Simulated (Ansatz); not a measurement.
In (bcc)

Method: PBE, scalar-relativistic; no spin polarisation; PAW, 420 eV, Γ-centred 16×16×16 mesh, 0.05 eV Gaussian smearing; code Ansatz. The datasets are Ansatz's generated set soft_2.

```cif
data_structure
_symmetry_space_group_name_H-M 'P 1'
_symmetry_Int_Tables_number 1
_cell_length_a 3.3107
_cell_length_b 3.3107
_cell_length_c 3.3107
_cell_angle_alpha 109.471
_cell_angle_beta 109.471
_cell_angle_gamma 109.471
_cell_volume 27.93
loop_
_atom_site_label
_atom_site_type_symbol
_atom_site_fract_x
_atom_site_fract_y
_atom_site_fract_z
_atom_site_occupancy
In1 In 0.00000 0.00000 0.00000 1
```

At room temperature and ambient pressure In takes another structure.

Cell and atoms are those of this level's equilibrium.

Path: Γ–H–N–Γ–P–H | P–N, with Γ = (0.000, 0.000, 0.000), H = (0.500, -0.500, 0.500), N = (0.000, 0.000, 0.500), P = (0.250, 0.250, 0.250) in reciprocal vectors of the calculation's cell.

Problem. Is it a metal or an insulator, and if it has a gap, where are the band edges on this path?

Solution. A metal: bands cross the Fermi level.

Bands as a text map, energy in eV from the Fermi level (dashes), each leg drawn with the same width:
```
  4.86 |           *                  *  *       *   
  4.57 |                  *                       *  
  4.29 |            *           *                    
  4.00 |          *              *                   
  3.71 |    *                                   *    
  3.43 |                                         *   
  3.14 |         * *                                 
  2.86 |     *                            *          
  2.57 |                          *            **    
  2.29 |     *  * *      *           *               
  2.00 |      *                  *                   
  1.71 |         *                                   
  1.43 |      * *                             **     
  1.14 |       *                   *       *         
  0.86 |        *                         *   *      
  0.57 |       *                  *        * *       
  0.29 |                *           *       **       
  0.00 |---------*-----------------------*-----------
 -0.29 |        *                  *         *       
 -0.57 |                             *  * *          
 -0.86 |                              **      *      
 -1.14 |      *   *                                  
 -1.43 |         *                                   
 -1.71 |           *   *                 *     *     
 -2.00 |                                        *    
 -2.29 |          *                     *            
 -2.57 |            *               ** *    **   *   
 -2.86 |             **               *       *   ***
        Γ      H      N      Γ      P      HP       N
```

With 13 valence electrons in the calculation's cell and no magnetic order, the bands, two electrons each, can't all be full or empty: band theory demands a metal.
